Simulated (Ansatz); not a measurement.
Set up this calculation in Ansatz 0.2.0, as the native input.

```
Task                : relaxation of cell and atoms
Functional          : PBE
Dispersion          : D3(BJ)
Potentials or basis : all-electron LAPW, scalar-relativistic
Basis error allowed : 0.001 eV/atom
k mesh              : 7 × 7 × 7
Occupations         : fermi-dirac, width 0.05 eV
Spin                : no spin polarisation
```

Crystal: HgTe (Coloradoite).

```
Hg Te
1.0
     0.00000    3.21450    3.21450
     3.21450    0.00000    3.21450
     3.21450    3.21450    0.00000
Hg Te
1 1
Direct
  0.00000 0.00000 0.00000
  0.75000 0.75000 0.75000
```

These files were run (other wordings do the same):

input.yaml

```yaml
crystal:
  lattice:
    - [0.0, 3.2145, 3.2145]
    - [3.2145, 0.0, 3.2145]
    - [3.2145, 3.2145, 0.0]
  atoms:
    - { symbol: Hg, position: [0.0, 0.0, 0.0] }
    - { symbol: Te, position: [0.75, 0.75, 0.75] }
kpoints:
  mp_grid: { grid: [7, 7, 7] }
scf:
  occupations: { method: fermi_dirac, width: 0.05 }
hamiltonian:
  xc: pbe
  dispersion: d3bj
  pseudopotentials: { kind: all_electron, lapw: { basis_error: 0.001 } }
output:
  forces: true
  stress: true
relax:
  f_tol: 0.02
  max_steps: 60
  cell: {}
```

Potentials or basis: all-electron LAPW, scalar-relativistic.

Launch:

```bash
$ ansatz run input.yaml --threads 1 --pin off --max-ram 3072MiB --backend cpu --events-out ev --progress --plain --runs-dir out
```

Results of the run:

```yaml
Relaxed_volume: 35.07 Å³/atom
Relaxed_cell: a = 4.629 Å, b = 4.629 Å, c = 4.629 Å, α = 60.00°, β = 60.00°, γ = 60.00°
Space_group_after_relaxing_to_0.05_Å: F-43m (No. 216)
Energy_gained_by_relaxing: 13.8 meV/atom
Ionic_steps: 5
Pressure_after_relaxing: 0.0 GPa
```

Run time: 29 s on 1 thread of Intel(R) Xeon(R) 6975P-C (Granite Rapids), on a shared host, peak memory 0.37 GiB.
